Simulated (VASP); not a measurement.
# KI (Fm-3m) in VASP: a series of runs

The runs below take KI through single point, with PBE0, HSE06.

Program: VASP 6.6.1. These are calculated values, not measurements. Logs are shortened: lines on timing, memory, paths and dates and some standing lists are left out, and cuts for length are marked.

**Experimental background.**

From a printed reference work, monograph, for a bulk crystal of KI: band gap 6.32 eV.

The runs below are set against these values where they give the same quantity.

## 1. The cell of the first run

It takes space group Fm-3m (No. 225, cubic). The conventional cell has a = 7.112 Å, b = 7.112 Å, c = 7.112 Å, α = 90.00°, β = 90.00°, γ = 90.00°. I (site symmetry m-3m) has 6 K at 3.56 Å within 4.7 Å. Within 4.7 Å of K (site symmetry m-3m) lie 6 I at 3.56 Å.

## 2. Single point, PBE0

Contents of POSCAR:

```
KI
1.0
    0.0000000000      3.5561715428      3.5561715428
    3.5561715428      0.0000000000      3.5561715428
    3.5561715428      3.5561715428      0.0000000000
I K
1 1
Direct
    0.5000000000      0.5000000000      0.5000000000
    0.0000000000      0.0000000000      0.0000000000
```

Contents of INCAR.step1:

```
PREC = Accurate
ENCUT = 520
EDIFF = 1E-5
ISMEAR = -1
SIGMA = 0.05
LREAL = F
LASPH = T
NELM = 80
ALGO = Normal
ISIF = 2
LWAVE = T
NBANDS = 15
GGA = PE
```

Contents of INCAR.step2:

```
PREC = Accurate
ENCUT = 520
EDIFF = 1E-6
ISMEAR = -1
SIGMA = 0.05
LREAL = F
LASPH = T
NELM = 80
ALGO = Normal
ISIF = 2
LWAVE = F
LCHARG = T
GGA = PE
LHFCALC = T
AEXX = 0.25
PRECFOCK = Normal
LELF = T
LVHAR = T
NBANDS = 15
ISTART = 1
```

Contents of KPOINTS:

```
Automatic mesh
0
Gamma
  4 4 4
```

Potentials or basis: VASP PAW PBE potentials, release 64 (I, K_sv).

On the command line:

```console
> cat potpaw_PBE.64/I/POTCAR potpaw_PBE.64/K_sv/POTCAR > POTCAR
> cp INCAR.step1 INCAR
> mpirun -np 1 vasp_std > vasp.out
> cp INCAR.step2 INCAR
> mpirun -np 1 vasp_std > vasp.out
```

OUTCAR:

```text
PREC = Accurate
   ENCUT = 520
   EDIFF = 1E-6
   ISMEAR = -1
   LREAL = F
   LASPH = T
   NELM = 80
   ISIF = 2
   GGA = PE
   LHFCALC = T
   AEXX = 0.25
   PRECFOCK = Normal
   ISTART = 1

 ion  position               nearest neighbor table
   1  0.500  0.500  0.500-   2 3.56   2 3.56   2 3.56   2 3.56   2 3.56   2 3.56
   2  0.000  0.000  0.000-   1 3.56   1 3.56   1 3.56   1 3.56   1 3.56   1 3.56

  LATTYP: Found a face centered cubic cell.
 ALAT       =     7.1123430856

  Lattice vectors:

 A1 = (   0.0000000000,   3.5561715428,   3.5561715428)
 A2 = (   3.5561715428,   0.0000000000,   3.5561715428)
 A3 = (   3.5561715428,   3.5561715428,   0.0000000000)

Analysis of symmetry for initial positions (statically):
=====================================================================
 Subroutine PRICEL returns:
 Original cell was already a primitive cell.

 Routine SETGRP: Setting up the symmetry group for a
 face centered cubic supercell.

 Subroutine GETGRP returns: Found 48 space group operations
 (whereof 48 operations were pure point group operations)
 out of a pool of 48 trial point group operations.

The static configuration has the point symmetry O_h .

Analysis of symmetry for dynamics (positions and initial velocities):
=====================================================================
 Subroutine PRICEL returns:
 Original cell was already a primitive cell.

 Routine SETGRP: Setting up the symmetry group for a
 face centered cubic supercell.

 Subroutine GETGRP returns: Found 48 space group operations
 (whereof 48 operations were pure point group operations)
 out of a pool of 48 trial point group operations.

The dynamic configuration has the point symmetry O_h .

 Subroutine INISYM returns: Found 48 space group operations
 (whereof 48 operations are pure point group operations),
 and found     1 'primitive' translations

----------------------------------------------------------------------------------------

                                     Primitive cell

  volume of cell :      89.9452

  direct lattice vectors                    reciprocal lattice vectors
     0.000000000  3.556171543  3.556171543    -0.140600641  0.140600641  0.140600641
     3.556171543  0.000000000  3.556171543     0.140600641 -0.140600641  0.140600641
     3.556171543  3.556171543  0.000000000     0.140600641  0.140600641 -0.140600641

  length of vectors
     5.029186026  5.029186026  5.029186026     0.243527455  0.243527455  0.243527455

[... 80 lines left out ...]
   IALGO  =     38    algorithm
   IMIX   =      1    mixing-type and parameters
     AMIX     =   0.40;   BMIX     =  1.00
     AMIX_MAG =   1.60;   BMIX_MAG =  1.00
  volume/ion in A,a.u.               =      44.97       303.49
  Fermi-wavevector in a.u.,A,eV,Ry     =   0.920708  1.739887 11.533714  0.847704
  Thomas-Fermi vector in A             =   2.046044
   LORBIT       =      0    0 simple, 1 ext, 2 COOP (PROOUT), +10 PAW based schemes
   GGA     = PE    functional components
   LHFCALC =     T    Hartree Fock is set to
   PRECFOCK=normal    Normal, Fast or Accurate (Low or Medium for compatibility)
   ENCUT4O =  -1.0   cutoff for four orbital integrals eV
   NKREDX  =     1    reduce k-point grid by
   NKREDY  =     1    reduce k-point grid by
   NKREDZ  =     1    reduce k-point grid by
   AEXX    =    0.2500 exact exchange contribution
   HFSCREEN=    0.0000 screening length (either q_TF or 0.3 A-1)
   HFSCREENC=   0.0000 screening length for correlation (either q_TF or 0.3 A-1)
   ENCUTFOCK=  -1.0 apply spherical cutoff to Coloumb kernel
   IVDW    =     0    specifies the selected vdW correction
   LEPSILON=     F    determine dielectric tensor
   LRPA    =     F    only Hartree local field effects (RPA)
 non-spin polarized calculation
  energy-cutoff  :      520.00
  volume of cell :       89.95
 maximum number of plane-waves:      2452
 NGX is ok and might be reduce to    40
  NGX = 30; NGY = 30; NGZ = 30

 number of electron      15.9999999 magnetization

 Free energy of the ion-electron system (eV)
  ---------------------------------------------------
  ext. energy  EPLUGINS =         0.00000000
  ---------------------------------------------------
  free energy    TOTEN  =        -6.91873330 eV

  energy without entropy =       -6.91873330  energy(sigma->0) =       -6.91873330

 E-fermi :  -0.5440     XC(G=0):  -5.6103

 val. band max:       -1.6303467540   @ k =   0.0000   0.0000   0.0000
 cond. band min:       3.9838192638   @ k =   0.0000   0.0000   0.0000
 fundamental gap:      5.6141660178
 Fermi energy:        -0.5440380245

 k-point     1 :       0.0000    0.0000    0.0000
  band No.  band energies     occupation
      1     -32.5359      2.00000
      2     -14.6556      2.00000
      3     -14.6556      2.00000
      4     -14.6556      2.00000
      5     -13.0275      2.00000
      6      -1.6303      2.00000
      7      -1.6303      2.00000
      8      -1.6303      2.00000
      9       3.9838      0.00000
     10       6.7642      0.00000
     11       6.7642      0.00000
     12       6.7642      0.00000
     13       7.5996      0.00000
     14       7.5996      0.00000
[... 113 lines left out ...]
      2     -14.7048      2.00000
      3     -14.6864      2.00000
      4     -14.6864      2.00000
      5     -12.8094      2.00000
      6      -2.4004      2.00000
      7      -2.4004      2.00000
      8      -2.2464      2.00000
      9       6.6309      0.00000
     10       6.6309      0.00000
     11       6.8224      0.00000
     12       8.4710      0.00000
     13       9.2340      0.00000
     14      10.3164      0.00000
     15      10.6712      0.00000

------------------------ aborting loop because EDIFF is reached ----------------------------------------

  FORCE on cell =-STRESS in cart. coord.  units (eV):
  Direction    XX          YY          ZZ          XY          YZ          ZX
  --------------------------------------------------------------------------------------
  -------------------------------------------------------------------------------------
  Total        0.0637046      0.0637046      0.0637046      0.0000000      0.0000000     -0.0000000
  in kB        1.1347587      1.1347587      1.1347587      0.0000000      0.0000000     -0.0000000
  external PRESSURE =       1.1347587 kB  Pullay stress =       0.0000000 kB

 VOLUME and BASIS-vectors are now :
 -----------------------------------------------------------------------------
  energy-cutoff  :      520.00
  volume of cell :       89.95
      direct lattice vectors                 reciprocal lattice vectors
     0.000000000  3.556171543  3.556171543    -0.140600641  0.140600641  0.140600641
     3.556171543  0.000000000  3.556171543     0.140600641 -0.140600641  0.140600641
     3.556171543  3.556171543  0.000000000     0.140600641  0.140600641 -0.140600641

 POSITION                                       TOTAL-FORCE (eV/Angst)
 -----------------------------------------------------------------------------------
      3.55617      3.55617      3.55617         0.000000     -0.000000     -0.000000
      0.00000      0.00000      0.00000        -0.000000      0.000000      0.000000
 -----------------------------------------------------------------------------------
    total drift:                               -0.000000      0.000000     -0.000000

  FREE ENERGIE OF THE ION-ELECTRON SYSTEM (eV)
  ---------------------------------------------------
  free  energy   TOTEN  =        -6.9187333035 eV

  energy  without entropy=       -6.9187333034  energy(sigma->0) =       -6.91873330
```

OUTCAR.step1:

```text
PREC = Accurate
   ENCUT = 520
   EDIFF = 1E-5
   ISMEAR = -1
   LREAL = F
[... 347 lines left out ...]
      3.55617      3.55617      3.55617        -0.000000      0.000000      0.000000
      0.00000      0.00000      0.00000         0.000000      0.000000      0.000000
 -----------------------------------------------------------------------------------
    total drift:                                0.000000     -0.000000     -0.000000

  FREE ENERGIE OF THE ION-ELECTRON SYSTEM (eV)
  ---------------------------------------------------
  free  energy   TOTEN  =        -5.5610415687 eV

  energy  without entropy=       -5.5610415686  energy(sigma->0) =       -5.56104157
```

It took 10 min on 1 thread of Intel Xeon Platinum 8488C (Sapphire Rapids), shared host; peak memory 0.26 GiB.

Results:

```yaml
Free_energy: -6.9187 eV
Pressure: 0.1 GPa
Band_gap_on_the_k_mesh: 5.61 eV
```

Caveat: the PAW data sets were made with another functional, which shifts forces and pressure a little; spin-orbit coupling is left out, which moves the levels of the heavy elements.

## 3. Single point, PBE0

This run uses another cell than the first one, of 45.85 Å³/atom.

Contents of POSCAR:

```
KI
1.0
    0.0000000000      3.5792642128      3.5792642128
    3.5792642128      0.0000000000      3.5792642128
    3.5792642128      3.5792642128      0.0000000000
I K
1 1
Direct
    0.5000000000      0.5000000000      0.5000000000
    0.0000000000      0.0000000000      0.0000000000
```

Contents of INCAR.step1:

```
  PREC = Accurate
  ENCUT = 520
  EDIFF = 1E-5
  ISMEAR = -1
  SIGMA = 0.05
  LREAL = F
  LASPH = T
  NELM = 80
  ALGO = Normal
  ISIF = 2
  LWAVE = T
  NBANDS = 15
  GGA = PE
```

Contents of INCAR.step2:

```
  PREC = Accurate
  ENCUT = 520
  EDIFF = 1E-6
  ISMEAR = -1
  SIGMA = 0.05
  LREAL = F
  LASPH = T
  NELM = 80
  ALGO = Normal
  ISIF = 2
  LWAVE = F
  LCHARG = T
  GGA = PE
  LHFCALC = T
  AEXX = 0.25
  PRECFOCK = Normal
  LELF = T
  LVHAR = T
  NBANDS = 15
  ISTART = 1
```

Contents of KPOINTS:

```
regular mesh
0
Gamma
  4 4 4
```

Potentials or basis: VASP PAW PBE potentials, release 64 (I, K_sv).

On the command line:

```console
> cat potpaw_PBE.64/I/POTCAR potpaw_PBE.64/K_sv/POTCAR > POTCAR
> cp INCAR.step1 INCAR
> mpirun -np 1 vasp_std > vasp.out
> cp INCAR.step2 INCAR
> mpirun -np 1 vasp_std > vasp.out
```

OUTCAR:

```text
PREC = Accurate
   ENCUT = 520
   EDIFF = 1E-6
   ISMEAR = -1
   LREAL = F
   LASPH = T
   NELM = 80
   ISIF = 2
   GGA = PE
   LHFCALC = T
   AEXX = 0.25
   PRECFOCK = Normal
   ISTART = 1

 ion  position               nearest neighbor table
   1  0.500  0.500  0.500-   2 3.58   2 3.58   2 3.58   2 3.58   2 3.58   2 3.58
   2  0.000  0.000  0.000-   1 3.58   1 3.58   1 3.58   1 3.58   1 3.58   1 3.58

  LATTYP: Found a face centered cubic cell.
 ALAT       =     7.1585284256

  Lattice vectors:

 A1 = (   0.0000000000,   3.5792642128,   3.5792642128)
 A2 = (   3.5792642128,   0.0000000000,   3.5792642128)
 A3 = (   3.5792642128,   3.5792642128,   0.0000000000)

Analysis of symmetry for initial positions (statically):
=====================================================================
 Subroutine PRICEL returns:
 Original cell was already a primitive cell.

 Routine SETGRP: Setting up the symmetry group for a
 face centered cubic supercell.

 Subroutine GETGRP returns: Found 48 space group operations
 (whereof 48 operations were pure point group operations)
 out of a pool of 48 trial point group operations.

The static configuration has the point symmetry O_h .

Analysis of symmetry for dynamics (positions and initial velocities):
=====================================================================
 Subroutine PRICEL returns:
 Original cell was already a primitive cell.

 Routine SETGRP: Setting up the symmetry group for a
 face centered cubic supercell.

 Subroutine GETGRP returns: Found 48 space group operations
 (whereof 48 operations were pure point group operations)
 out of a pool of 48 trial point group operations.

The dynamic configuration has the point symmetry O_h .

 Subroutine INISYM returns: Found 48 space group operations
 (whereof 48 operations are pure point group operations),
 and found     1 'primitive' translations

----------------------------------------------------------------------------------------

                                     Primitive cell

  volume of cell :      91.7089

  direct lattice vectors                    reciprocal lattice vectors
     0.000000000  3.579264213  3.579264213    -0.139693515  0.139693515  0.139693515
     3.579264213  0.000000000  3.579264213     0.139693515 -0.139693515  0.139693515
     3.579264213  3.579264213  0.000000000     0.139693515  0.139693515 -0.139693515

  length of vectors
     5.061843993  5.061843993  5.061843993     0.241956266  0.241956266  0.241956266

  position of ions in fractional coordinates (direct lattice)
     0.500000000  0.500000000  0.500000000
     0.000000000  0.000000000  0.000000000

  ion indices of the primitive-cell ions
   primitive index   ion index
                 1           1
                 2           2

----------------------------------------------------------------------------------------

 KPOINTS: regular mesh

Automatic generation of k-mesh.
 Grid dimensions read from file:
 generate k-points for:    4    4    4

 Generating k-lattice:

[... 31 lines left out ...]
   ions per type =               1   1
   NGX,Y,Z   is equivalent  to a cutoff of  13.14, 13.14, 13.14 a.u.
   NGXF,Y,Z  is equivalent  to a cutoff of  26.27, 26.27, 26.27 a.u.
 SYSTEM =  unknown system
   PREC   = accura    normal or accurate (medium, high low for compatibility)
   ISTART =      1    job   : 0-new  1-cont  2-samecut
   ICHARG =      0    charge: 1-file 2-atom 10-const
   ISPIN  =      1    spin polarized calculation?
   LNONCOLLINEAR =      F non collinear calculations
   LSORBIT =      F    spin-orbit coupling
   LASPH  =      T    aspherical Exc in radial PAW
   ENCUT  =  520.0 eV  38.22 Ry    6.18 a.u.   9.41  9.41  9.41*2*pi/ulx,y,z
   NELM   =     80;   NELMIN=  2; NELMDL=  0     # of ELM steps
   EDIFF  = 0.1E-05   stopping-criterion for ELM
   LREAL  =      F    real-space projection
   EDIFFG = 0.1E-04   stopping-criterion for IOM
   NSW    =      0    number of steps for IOM
   IBRION =     -1    ionic relax: 0-MD 1-quasi-New 2-CG
   NFREE  =      0    steps in history (QN), initial steepest desc. (CG)
   ISIF   =      2    stress and relaxation
   ISYM   =      3    0-nonsym 1-usesym 2-fastsym
   POTIM  = 0.5000    time-step for ionic-motion
   TEBEG  =    0.0;   TEEND  =   0.0 temperature during run
   PSTRESS=    0.0 pullay stress
   NELECT =      16.0000    total number of electrons
   NUPDOWN=      -1.0000    fix difference up-down
   EMIN   =  10.00;   EMAX   =-10.00  energy-range for DOS
   EFERMI =   0.00;   METHOD = LEGACY
   ISMEAR =    -1;   SIGMA  =   0.05  broadening in eV -4-tet -1-fermi 0-gaus
   EFERMI_NEDOS =   21; number of points for ismear=-14 and -15
   IALGO  =     38    algorithm
   IMIX   =      1    mixing-type and parameters
     AMIX     =   0.40;   BMIX     =  1.00
     AMIX_MAG =   1.60;   BMIX_MAG =  1.00
  volume/ion in A,a.u.               =      45.85       309.44
  Fermi-wavevector in a.u.,A,eV,Ry     =   0.914768  1.728661 11.385367  0.836801
  Thomas-Fermi vector in A             =   2.039433
   LORBIT       =      0    0 simple, 1 ext, 2 COOP (PROOUT), +10 PAW based schemes
   GGA     = PE    functional components
   LHFCALC =     T    Hartree Fock is set to
   PRECFOCK=normal    Normal, Fast or Accurate (Low or Medium for compatibility)
   ENCUT4O =  -1.0   cutoff for four orbital integrals eV
   NKREDX  =     1    reduce k-point grid by
   NKREDY  =     1    reduce k-point grid by
   NKREDZ  =     1    reduce k-point grid by
   AEXX    =    0.2500 exact exchange contribution
   HFSCREEN=    0.0000 screening length (either q_TF or 0.3 A-1)
   HFSCREENC=   0.0000 screening length for correlation (either q_TF or 0.3 A-1)
   ENCUTFOCK=  -1.0 apply spherical cutoff to Coloumb kernel
   IVDW    =     0    specifies the selected vdW correction
   LEPSILON=     F    determine dielectric tensor
   LRPA    =     F    only Hartree local field effects (RPA)
 non-spin polarized calculation
  energy-cutoff  :      520.00
  volume of cell :       91.71
 maximum number of plane-waves:      2488
 NGX is ok and might be reduce to    40
  NGX = 30; NGY = 30; NGZ = 30

 number of electron      16.0000000 magnetization

 Free energy of the ion-electron system (eV)
  ---------------------------------------------------
  ext. energy  EPLUGINS =         0.00000000
  ---------------------------------------------------
  free energy    TOTEN  =        -6.91890445 eV

  energy without entropy =       -6.91890445  energy(sigma->0) =       -6.91890445

 E-fermi :  -0.5581     XC(G=0):  -5.5502

 val. band max:       -1.7261840868   @ k =   0.0000   0.0000   0.0000
 cond. band min:       3.8415723334   @ k =   0.0000   0.0000   0.0000
 fundamental gap:      5.5677564202
 Fermi energy:        -0.5581312867

 k-point     1 :       0.0000    0.0000    0.0000
  band No.  band energies     occupation
      1     -32.6678      2.00000
      2     -14.7851      2.00000
      3     -14.7851      2.00000
      4     -14.7851      2.00000
      5     -13.0931      2.00000
      6      -1.7262      2.00000
      7      -1.7262      2.00000
      8      -1.7262      2.00000
      9       3.8416      0.00000
     10       6.6717      0.00000
     11       6.6717      0.00000
     12       6.6717      0.00000
     13       7.4946      0.00000
     14       7.4946      0.00000
[... 113 lines left out ...]
      2     -14.8288      2.00000
      3     -14.8133      2.00000
      4     -14.8133      2.00000
      5     -12.8905      2.00000
      6      -2.4714      2.00000
      7      -2.4714      2.00000
      8      -2.3187      2.00000
      9       6.5203      0.00000
     10       6.5203      0.00000
     11       6.6704      0.00000
     12       8.2886      0.00000
     13       9.0882      0.00000
     14      10.1659      0.00000
     15      10.4852      0.00000

------------------------ aborting loop because EDIFF is reached ----------------------------------------

  FORCE on cell =-STRESS in cart. coord.  units (eV):
  Direction    XX          YY          ZZ          XY          YZ          ZX
  --------------------------------------------------------------------------------------
  -------------------------------------------------------------------------------------
  Total       -0.0603799     -0.0603799     -0.0603799      0.0000000      0.0000000     -0.0000000
  in kB       -1.0548526     -1.0548526     -1.0548526      0.0000000      0.0000000     -0.0000000
  external PRESSURE =      -1.0548526 kB  Pullay stress =       0.0000000 kB

 VOLUME and BASIS-vectors are now :
 -----------------------------------------------------------------------------
  energy-cutoff  :      520.00
  volume of cell :       91.71
      direct lattice vectors                 reciprocal lattice vectors
     0.000000000  3.579264213  3.579264213    -0.139693515  0.139693515  0.139693515
     3.579264213  0.000000000  3.579264213     0.139693515 -0.139693515  0.139693515
     3.579264213  3.579264213  0.000000000     0.139693515  0.139693515 -0.139693515

 POSITION                                       TOTAL-FORCE (eV/Angst)
 -----------------------------------------------------------------------------------
      3.57926      3.57926      3.57926         0.000000     -0.000000     -0.000000
      0.00000      0.00000      0.00000        -0.000000      0.000000      0.000000
 -----------------------------------------------------------------------------------
    total drift:                               -0.000000      0.000000     -0.000000

  FREE ENERGIE OF THE ION-ELECTRON SYSTEM (eV)
  ---------------------------------------------------
  free  energy   TOTEN  =        -6.9189044548 eV

  energy  without entropy=       -6.9189044548  energy(sigma->0) =       -6.91890445
```

It took 9.7 min on 1 thread of Intel Xeon Platinum 8488C (Sapphire Rapids), shared host; peak memory 0.26 GiB.

Results:

```yaml
Free_energy: -6.9189 eV
Pressure: -0.1 GPa
Band_gap_on_the_k_mesh: 5.57 eV
```

Caveat: the PAW data sets were made with another functional, which shifts forces and pressure a little; spin-orbit coupling is left out, which moves the levels of the heavy elements.

(Continued in part 2 of 2.)
